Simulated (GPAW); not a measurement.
## ZrC in GPAW: convergence with grid spacing (A)

ZrC:

```xyz
2
Lattice="0.0000 2.3650 2.3650 2.3650 0.0000 2.3650 2.3650 2.3650 0.0000" Properties=species:S:1:pos:R:3 pbc="T T T"
Zr    2.3650    2.3650    2.3650
C     0.0000    0.0000    0.0000
```

| Quantity | Value |
| --- | --- |
| Program | GPAW 26.7.0 |
| Task | convergence study |
| Functional | PBE |
| Potentials or basis | GPAW PAW data sets (gpaw-data 1.2.1) |
| Basis | fd |
| Grid spacing | 0.26 Å |
| k mesh | 10 × 10 × 10 |
| Occupations | fermi-dirac, width 0.05 eV |
| Spin | no spin polarisation |

These are the settings of the first run; the series varies grid spacing (A), with any setting tied to it.

Hardware: 1 thread of Arm Neoverse N1, with other jobs on the host.

The values tried are 0.26, 0.23, 0.2, 0.18, 0.16, 0.14, 0.12, loosest first. From which on does the energy stay within 1 meV/atom of the tightest run that finished?

From 0.14 on.

```
grid spacing (A)  energy less the tightest run, at zero smearing (meV/atom)  SCF cycles  CPU time (s)  peak memory (GiB)
            0.26                                                      18.74           9            29               0.18
            0.23                                                      18.74           9            29               0.18
             0.2                                                      18.74           9            29               0.18
            0.18                                                       7.24           9            61               0.26
            0.16                                                       7.24           9            61               0.26
            0.14                                                       0.85          10           110               0.39
            0.12                                                       0.00          10           190               0.59
```

The tightest run that finished is the yardstick and may itself not be fully converged.
